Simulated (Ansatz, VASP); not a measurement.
## One calculation of Al, two programs

Contents of INCAR:

```
PREC = Accurate
ENCUT = 520
EDIFF = 1E-6
ISMEAR = -1
SIGMA = 0.05
LREAL = F
LASPH = T
NELM = 100
ALGO = Normal
ISIF = 2
LWAVE = F
LCHARG = T
GGA = RP
LELF = T
LVHAR = T
NBANDS = 8
```

File KPOINTS:

```
Automatic mesh
0
Gamma
  6 6 6
```

The input POSCAR:

```
Al
1.0
    0.0000000000      2.0248050000      2.0248050000
    2.0248050000      0.0000000000      2.0248050000
    2.0248050000      2.0248050000      0.0000000000
Al
1
Direct
    0.0000000000      0.0000000000      0.0000000000
```

File input.yaml:

```yaml
crystal:
  lattice:
    - [0.0, 2.024805, 2.024805]
    - [2.024805, 0.0, 2.024805]
    - [2.024805, 2.024805, 0.0]
  atoms:
    - { symbol: Al, position: [0.0, 0.0, 0.0] }
hamiltonian:
  xc: rpbe
  pseudopotentials: { kind: paw }
kpoints:
  mp_grid: { grid: [6, 6, 6] }
  band_path:
    path:
      - [[0.0, 0.0, 0.0], [0.5, 0.0, 0.5], [0.5, 0.25, 0.75], [0.375, 0.375, 0.75], [0.0, 0.0, 0.0], [0.5, 0.5, 0.5], [0.625, 0.25, 0.625], [0.5, 0.25, 0.75], [0.5, 0.5, 0.5], [0.375, 0.375, 0.75]]
      - [[0.625, 0.25, 0.625], [0.5, 0.0, 0.5]]
    npoints: 14
scf:
  occupations: { method: fermi_dirac, width: 0.05 }
  n_extra_bands: 6
output:
  forces: true
  stress: true
  eigenvalues: true
  fatbands: false
  write_density: true
  write_potential: true
  elf: true
  volumetric_format: npy
```

Alike in both runs: functional RPBE; k mesh 6 × 6 × 6; occupations fermi-dirac, width 0.05 eV; no spin polarisation.

|  | VASP | Ansatz |
| --- | --- | --- |
| version | VASP 6.6.1 | Ansatz 0.2.0 |
| potentials or method | VASP PAW PBE potentials, release 64 (Al) | Ansatz PAW |
| plane-wave cutoff (eV) | 520 | 420 |
| valence electrons in the cell | 3 | 3 |
| task | single point | band structure |

Ansatz gave:

```
gap on the k mesh at the Fermi level (eV) : none
pressure (GPa)                            : 1.4
```

Q: What did VASP give for the same quantities?

A: gap on the k mesh at the Fermi level (eV): none; pressure (GPa): 1.2.

A gap of «none» marks a metal or a gap that the smearing closes. With one functional, cell and mesh, what is left measures potentials, basis and numerics.

Caveats: the k mesh is coarse (spacing up to 0.45 Å⁻¹), so the values aren't converged; the PAW data sets were made with another functional, which shifts forces and pressure a little (VASP); the PAW data sets come from PBE, with cores solved anew for the run's functional, which leaves a small shift of forces and pressure (Ansatz).
